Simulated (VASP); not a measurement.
# BN (F-43m) in VASP: further runs

One crystal, BN, is run at these levels: PBE, PBE0; tasks: single point, relaxation of cell and atoms.

Everything below comes from runs of VASP 6.6.1. Logs are shortened: lines on timing, memory, paths and dates and some standing lists are left out, and cuts for length are marked.

## (1) The crystal as given

It takes space group F-43m (No. 216, cubic). The conventional cell has a = 3.626 Å, b = 3.626 Å, c = 3.626 Å, α = 90.00°, β = 90.00°, γ = 90.00°. Around N (site symmetry -43m) lie 4 B at 1.57 Å. B (site symmetry -43m) is surrounded by 4 N at 1.57 Å.

The cell is a database's computed one.

## (2) Single point, PBE

INCAR reads:

```
PREC = Accurate
ENCUT = 520
EDIFF = 1E-7
ISMEAR = 0
SIGMA = 0.014
LREAL = F
LASPH = T
NELM = 60
ALGO = Normal
ISIF = 2
LWAVE = F
LCHARG = T
GGA = PE
LELF = T
LVHAR = T
```

KPOINTS reads:

```
regular mesh
0
Gamma
  13 13 13
```

POSCAR reads:

```
BN
1.0
    0.0000000000      1.8130010000      1.8130010000
    1.8130010000      0.0000000000      1.8130010000
    1.8130010000      1.8130010000      0.0000000000
N B
1 1
Direct
    0.2500000000      0.2500000000      0.2500000000
    0.0000000000      0.0000000000      0.0000000000
```

Potentials or basis: VASP PAW PBE potentials, release 64 (N, B).

On the command line:

```console
$ cat potpaw_PBE.64/N/POTCAR potpaw_PBE.64/B/POTCAR > POTCAR
$ mpirun -np 1 vasp_std > vasp.out
```

OUTCAR:

```text
PREC = Accurate
   ENCUT = 520
   EDIFF = 1E-7
   ISMEAR = 0
   LREAL = F
   LASPH = T
   NELM = 60
   ISIF = 2
   GGA = PE

 ion  position               nearest neighbor table
   1  0.250  0.250  0.250-   2 1.57   2 1.57   2 1.57   2 1.57
   2  0.000  0.000  0.000-   1 1.57   1 1.57   1 1.57   1 1.57

  LATTYP: Found a face centered cubic cell.
 ALAT       =     3.6260020000

  Lattice vectors:

 A1 = (   0.0000000000,   1.8130010000,   1.8130010000)
 A2 = (   1.8130010000,   0.0000000000,   1.8130010000)
 A3 = (   1.8130010000,   1.8130010000,   0.0000000000)

Analysis of symmetry for initial positions (statically):
=====================================================================
 Subroutine PRICEL returns:
 Original cell was already a primitive cell.

 Routine SETGRP: Setting up the symmetry group for a
 face centered cubic supercell.

 Subroutine GETGRP returns: Found 24 space group operations
 (whereof 24 operations were pure point group operations)
 out of a pool of 48 trial point group operations.

The static configuration has the point symmetry T_d .

Analysis of symmetry for dynamics (positions and initial velocities):
=====================================================================
 Subroutine PRICEL returns:
 Original cell was already a primitive cell.

 Routine SETGRP: Setting up the symmetry group for a
 face centered cubic supercell.

 Subroutine GETGRP returns: Found 24 space group operations
 (whereof 24 operations were pure point group operations)
 out of a pool of 48 trial point group operations.

The dynamic configuration has the point symmetry T_d .

 Subroutine INISYM returns: Found 24 space group operations
 (whereof 24 operations are pure point group operations),
 and found     1 'primitive' translations

----------------------------------------------------------------------------------------

                                     Primitive cell

  volume of cell :      11.9186

  direct lattice vectors                    reciprocal lattice vectors
     0.000000000  1.813001000  1.813001000    -0.275785838  0.275785838  0.275785838
     1.813001000  0.000000000  1.813001000     0.275785838 -0.275785838  0.275785838
     1.813001000  1.813001000  0.000000000     0.275785838  0.275785838 -0.275785838

  length of vectors
     2.563970603  2.563970603  2.563970603     0.477675083  0.477675083  0.477675083

  position of ions in fractional coordinates (direct lattice)
     0.250000000  0.250000000  0.250000000
     0.000000000  0.000000000  0.000000000

[... 82 lines left out ...]
   ISIF   =      2    stress and relaxation
   ISYM   =      2    0-nonsym 1-usesym 2-fastsym
   POTIM  = 0.5000    time-step for ionic-motion
   TEBEG  =    0.0;   TEEND  =   0.0 temperature during run
   PSTRESS=    0.0 pullay stress
   NELECT =       8.0000    total number of electrons
   NUPDOWN=      -1.0000    fix difference up-down
   EMIN   =  10.00;   EMAX   =-10.00  energy-range for DOS
   EFERMI =   0.00;   METHOD = LEGACY
   ISMEAR =     0;   SIGMA  =   0.01  broadening in eV -4-tet -1-fermi 0-gaus
   EFERMI_NEDOS =   21; number of points for ismear=-14 and -15
   IALGO  =     38    algorithm
   IMIX   =      4    mixing-type and parameters
     AMIX     =   0.40;   BMIX     =  1.00
     AMIX_MAG =   1.60;   BMIX_MAG =  1.00
  volume/ion in A,a.u.               =       5.96        40.22
  Fermi-wavevector in a.u.,A,eV,Ry     =   1.433387  2.708709 27.954506  2.054598
  Thomas-Fermi vector in A             =   2.552911
   LORBIT       =      0    0 simple, 1 ext, 2 COOP (PROOUT), +10 PAW based schemes
   GGA     = PE    functional components
   LHFCALC =     F    Hartree Fock is set to
   AEXX    =    0.0000 exact exchange contribution
   IVDW    =     0    specifies the selected vdW correction
   LEPSILON=     F    determine dielectric tensor
   LRPA    =     F    only Hartree local field effects (RPA)
 non-spin polarized calculation
 Gauss-broadening in eV      SIGMA  =   0.01
  energy-cutoff  :      520.00
  volume of cell :       11.92
 maximum number of plane-waves:       331
   NGX =  9   NGY =  9   NGZ =  9

 number of electron       7.9999999 magnetization

 Free energy of the ion-electron system (eV)
  ---------------------------------------------------
  ext. energy  EPLUGINS =         0.00000000
  ---------------------------------------------------
  free energy    TOTEN  =       -17.45100119 eV

  energy without entropy =      -17.45100119  energy(sigma->0) =      -17.45100119

 E-fermi :   7.4362     XC(G=0): -12.7771

 val. band max:        7.2910933707   @ k =   0.0000   0.0000   0.0000
 cond. band min:      11.8144406956   @ k =   0.4615   0.4615   0.0000
 fundamental gap:      4.5233473249
 Fermi energy:         7.4362374882

 k-point     1 :       0.0000    0.0000    0.0000
  band No.  band energies     occupation
      1     -12.8363      2.00000
      2       7.2911      2.00000
      3       7.2911      2.00000
      4       7.2911      2.00000
      5      16.0675      0.00000
      6      16.0675      0.00000
      7      16.0675      0.00000
      8      17.4925      0.00000
[... 243 lines left out ...]
 k-point    24 :       0.4615    0.1538    0.0000
  band No.  band energies     occupation
      1      -8.8968      2.00000
      2      -1.9087      2.00000
      3       4.0504      2.00000
      4       4.4882      2.00000
      5      16.1426      0.00000
      6      19.3091      0.00000
      7      19.7406      0.00000
      8      21.8686      0.00000

 [... further k-points ...]

------------------------ aborting loop because EDIFF is reached ----------------------------------------

  FORCE on cell =-STRESS in cart. coord.  units (eV):
  Direction    XX          YY          ZZ          XY          YZ          ZX
  --------------------------------------------------------------------------------------
  -------------------------------------------------------------------------------------
  Total       -0.0126093     -0.0126093     -0.0126093     -0.0000000     -0.0000000     -0.0000000
  in kB       -1.6950310     -1.6950310     -1.6950310     -0.0000000     -0.0000000     -0.0000000
  external PRESSURE =      -1.6950310 kB  Pullay stress =       0.0000000 kB

 VOLUME and BASIS-vectors are now :
 -----------------------------------------------------------------------------
  energy-cutoff  :      520.00
  volume of cell :       11.92
      direct lattice vectors                 reciprocal lattice vectors
     0.000000000  1.813001000  1.813001000    -0.275785838  0.275785838  0.275785838
     1.813001000  0.000000000  1.813001000     0.275785838 -0.275785838  0.275785838
     1.813001000  1.813001000  0.000000000     0.275785838  0.275785838 -0.275785838

 POSITION                                       TOTAL-FORCE (eV/Angst)
 -----------------------------------------------------------------------------------
      0.90650      0.90650      0.90650         0.000000      0.000000      0.000000
      0.00000      0.00000      0.00000        -0.000000     -0.000000     -0.000000
 -----------------------------------------------------------------------------------
    total drift:                                0.000000      0.000000      0.000000

  FREE ENERGIE OF THE ION-ELECTRON SYSTEM (eV)
  ---------------------------------------------------
  free  energy   TOTEN  =       -17.4510011946 eV

  energy  without entropy=      -17.4510011946  energy(sigma->0) =      -17.45100119
```

OSZICAR:

```text
N       E                     dE             d eps       ncg     rms          rms(c)
DAV:   1     0.853819422973E+01    0.85382E+01   -0.52624E+03  1384   0.990E+02
DAV:   2    -0.182155196362E+02   -0.26754E+02   -0.25831E+02  1872   0.172E+02
DAV:   3    -0.184018891201E+02   -0.18637E+00   -0.18637E+00  1520   0.180E+01
DAV:   4    -0.184020837038E+02   -0.19458E-03   -0.19458E-03  1968   0.494E-01
DAV:   5    -0.184020837451E+02   -0.41332E-07   -0.41332E-07  1432   0.555E-03    0.665E+00
DAV:   6    -0.175356893594E+02    0.86639E+00   -0.34448E+00  1720   0.136E+01    0.326E+00
DAV:   7    -0.174650633965E+02    0.70626E-01   -0.90581E-02  1760   0.296E+00    0.190E+00
DAV:   8    -0.174507101338E+02    0.14353E-01   -0.41155E-02  1592   0.185E+00    0.188E-01
DAV:   9    -0.174509196232E+02   -0.20949E-03   -0.56893E-04  1416   0.255E-01    0.755E-02
DAV:  10    -0.174509963784E+02   -0.76755E-04   -0.13953E-04  1928   0.120E-01    0.154E-02
DAV:  11    -0.174510011794E+02   -0.48011E-05   -0.79722E-06  1544   0.276E-02    0.689E-03
DAV:  12    -0.174510011725E+02    0.68978E-08   -0.14133E-06  1616   0.981E-03    0.473E-04
DAV:  13    -0.174510011946E+02   -0.22036E-07   -0.28277E-08   672   0.191E-03
   1 F= -.17451001E+02 E0= -.17451001E+02  d E =-.225418E-51
```

stdout:

```text
POSCAR found type information on POSCAR N B
 POSCAR found :  2 types and       2 ions
 scaLAPACK will be used
 LDA part: xc-table for (Slater+PW92), standard interpolation
 POSCAR, INCAR and KPOINTS ok, starting setup
 FFT: planning ... GRIDC
 FFT: planning ... GRID_SOFT
 FFT: planning ... GRID
 WAVECAR not read
 entering main loop
```

Run time: 5.1 s. Hardware: 1 thread of Intel Xeon 6975P-C (Granite Rapids), shared host; peak memory 0.12 GiB.

What came out:

```yaml
Free_energy: -17.4510 eV
Pressure: -0.2 GPa
Band_gap_on_the_k_mesh: 4.52 eV, indirect (least direct gap 8.78 eV)
```

Caveat: an odd mesh through Γ misses points on the zone boundary, where band edges often lie.

## (3) Relaxation of cell and atoms, PBE0

POSCAR is that of step 2.

INCAR.step1 reads:

```
SYSTEM = BN
PREC     = Accurate       ! precision mode
ENCUT    = 600            ! plane-wave cutoff, eV
EDIFF    = 1E-5           ! SCF threshold, eV
ISMEAR   = -1             ! smearing method
SIGMA    = 0.05           ! smearing width, eV
LREAL    = .FALSE.        ! projectors in reciprocal space
LASPH    = .TRUE.         ! aspherical terms in the spheres
NELM     = 100            ! most SCF steps
ALGO     = Normal         ! electronic algorithm
LWAVE    = .TRUE.         ! write WAVECAR
LCHARG   = .FALSE.        ! write CHGCAR
GGA      = PE             ! functional
```

INCAR.step2 reads:

```
SYSTEM = BN
PREC     = Accurate       ! precision mode
ENCUT    = 600            ! plane-wave cutoff, eV
EDIFF    = 1E-6           ! SCF threshold, eV
ISMEAR   = -1             ! smearing method
SIGMA    = 0.05           ! smearing width, eV
LREAL    = .FALSE.        ! projectors in reciprocal space
LASPH    = .TRUE.         ! aspherical terms in the spheres
NELM     = 100            ! most SCF steps
ALGO     = Normal         ! electronic algorithm
ISIF     = 3              ! what is computed and relaxed
LWAVE    = .FALSE.        ! write WAVECAR
LCHARG   = .FALSE.        ! write CHGCAR
GGA      = PE             ! functional
LHFCALC  = .TRUE.         ! exact exchange
AEXX     = 0.25           ! exact-exchange fraction
PRECFOCK = Normal       
HFRCUT   = -1           
IBRION   = 2              ! ionic algorithm
NSW      = 40             ! ionic steps
EDIFFG   = -0.01          ! ionic threshold
ISTART   = 1
```

KPOINTS reads:

```
Automatic mesh
0
G
  7 7 7
  0 0 0
```

Potentials or basis: VASP PAW PBE potentials, release 64 (N, B).

On the command line:

```console
$ cat potpaw_PBE.64/N/POTCAR potpaw_PBE.64/B/POTCAR > POTCAR
$ cp INCAR.step1 INCAR
$ mpirun -np 1 vasp_std > vasp.out
$ cp INCAR.step2 INCAR
$ mpirun -np 1 vasp_std > vasp.out
```

Run time: 5.7 min. Hardware: 1 thread of Intel Xeon 6975P-C (Granite Rapids), shared host; peak memory 0.13 GiB.

Results (log left out):

- Free energy: -21.2794 eV
- Relaxed volume: 5.82 Å³/atom
- Relaxed cell: a = 2.544 Å, b = 2.544 Å, c = 2.544 Å, α = 60.00°, β = 60.00°, γ = 60.00°
- Space group after relaxing (to 0.05 Å): F-43m (No. 216)
- Energy gained by relaxing: 4.0 meV/atom
- Ionic steps: 3
- Pressure after relaxing: 0.0 GPa
- Band gap on the k mesh: 6.84 eV, indirect (least direct gap 11.39 eV)

Step by step:
| step | energy change (eV) | largest force (eV/Å) | pressure (GPa) | volume (Å³) |
| --- | --- | --- | --- | --- |
| 1 | 0.0000 | 0.0000 | -9.12 | 11.92 |
| 2 | 0.0021 | 0.0000 | 11.05 | 11.34 |
| 3 | -0.0080 | 0.0000 | -0.03 | 11.64 |

Final structure:
```cif
data_structure
_symmetry_space_group_name_H-M 'P 1'
_symmetry_Int_Tables_number 1
_cell_length_a 2.5441
_cell_length_b 2.5441
_cell_length_c 2.5441
_cell_angle_alpha 60.000
_cell_angle_beta 60.000
_cell_angle_gamma 60.000
_cell_volume 11.64
loop_
_atom_site_label
_atom_site_type_symbol
_atom_site_fract_x
_atom_site_fract_y
_atom_site_fract_z
_atom_site_occupancy
N1 N 0.25000 0.25000 0.25000 1
B1 B 0.00000 0.00000 0.00000 1
```

Levels at points of the mesh, in eV from the valence-band top:
| k point | band 1 | band 2 | band 3 | band 4 | band 5 | band 6 | band 7 | band 8 |
| --- | --- | --- | --- | --- | --- | --- | --- | --- |
| (0.00, 0.00, 0.00) | -22.31 | 0.00 | 0.00 | 0.00 | 11.39 | 11.39 | 11.39 | 13.16 |

Caveat: the k mesh is coarse (spacing up to 0.43 Å⁻¹), so the values aren't converged, least of all with exact exchange; the PAW data sets were made with another functional, which shifts forces and pressure a little; an odd mesh through Γ misses points on the zone boundary, where band edges often lie.

## (4) Single point, PBE

INCAR reads:

```
ALGO = Normal ; EDIFF = 1E-6
ENCUT = 520 ; GGA = PE
ISIF = 2 ; ISMEAR = 0
LASPH = T ; LCHARG = F
LREAL = F ; LWAVE = F
NBANDS = 11 ; NELM = 60
PREC = Accurate ; SIGMA = 0.028000000000000004
```

KPOINTS reads:

```
k-points
0
Gamma
  13 13 13
```

POSCAR is that of step 3.

On the command line:

```console
$ cat potpaw_PBE.64/N/POTCAR potpaw_PBE.64/B/POTCAR > POTCAR
$ mpirun -np 1 vasp_std > vasp.out
```

Wall time 6.9 s (1 thread of Intel Xeon Platinum 8375C at 2.90GHz (Ice Lake), shared host); peak memory 0.12 GiB.

It converged, with:

- Free energy: -17.4510 eV
- Pressure: -0.2 GPa
- Band gap on the k mesh: 4.52 eV, indirect (least direct gap 8.78 eV)

Levels at points of the mesh, in eV from the valence-band top:
| k point | band 1 | band 2 | band 3 | band 4 | band 5 | band 6 | band 7 | band 8 | band 9 |
| --- | --- | --- | --- | --- | --- | --- | --- | --- | --- |
| (0.00, 0.00, 0.00) | -20.13 | 0.00 | 0.00 | 0.00 | 8.78 | 8.78 | 8.78 | 10.20 | 24.58 |

Caveat: an odd mesh through Γ misses points on the zone boundary, where band edges often lie.

## (5) For comparison

An earlier run on the cell as given: functional PBEsol; potentials or basis VASP PAW PBE potentials, release 64 (N, B); cutoff 520 eV; k mesh 13 × 13 × 13; occupations fermi-dirac, width 0.05 eV; no spin polarisation.

* Pressure: -5.7 GPa
* Band gap on the k mesh: 4.34 eV, indirect (least direct gap 8.72 eV)

## (6) Summary

```csv
task,level,cell,k mesh,cutoff (eV),smearing,grid for exact exchange (PRECFOCK),exchange at q = 0,ladder,mesh quality,gap on the mesh (eV),pressure (GPa)
single point,PBE,as given,13 × 13 × 13,520,gaussian 0.014 eV,-,-,-,not flagged,4.52,-0.2
relaxation of cell and atoms,PBE0,relaxed,7 × 7 × 7,600,fermi-dirac 0.05 eV,Normal,truncated,-,coarse,6.84,0.0
single point,PBE,as given,13 × 13 × 13,520,gaussian 0.028 eV,-,-,-,not flagged,4.52,-0.2
single point,PBEsol,as given,13 × 13 × 13,520,fermi-dirac 0.05 eV,-,-,free,not flagged,4.34,-5.7
```

Alike in all rows: potentials or basis VASP PAW PBE potentials, release 64 (N, B); no spin polarisation.

Caveats: some runs use coarse meshes; an odd mesh through Γ misses points on the zone boundary, where band edges often lie; the PAW data sets were made with another functional, which shifts forces and pressure a little (some runs).

Absolute energies hang on the potentials; compare differences alone.

## (7) Against experiment

Step 2. The gap isn't set beside the measured one, since this odd mesh misses points on the zone boundary.

Step 4. The gap isn't set beside the measured one, since this odd mesh misses points on the zone boundary.
